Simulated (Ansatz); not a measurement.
Runs of Ansatz 0.2.0 on Mo. Symmetry: Im-3m, No. 229, cubic system. The conventional cell has a = 3.168 Å, b = 3.168 Å, c = 3.168 Å, α = 90.00°, β = 90.00°, γ = 90.00°. Around Mo (site symmetry m-3m) lie 8 Mo at 2.74 Å. 

```csv
level,pressure (GPa),relaxed volume (Å³/atom)
RPBE,0.0,15.99
LDA,0.0,(b)
PBEsol,0.0,(a)
BLYP,0.0,16.40
revPBE,0.0,15.93
```

Alike in all rows: task relaxation of cell and atoms; potentials or basis all-electron LAPW, scalar-relativistic; no spin polarisation; cell relaxed; k mesh 12 × 12 × 12; smearing fermi-dirac 0.05 eV; basis error allowed 0.001 eV/atom.

Estimate the missing entries.

(a) 15.32; (b) 15.06.

Runs at the PBE level aren't shown here.
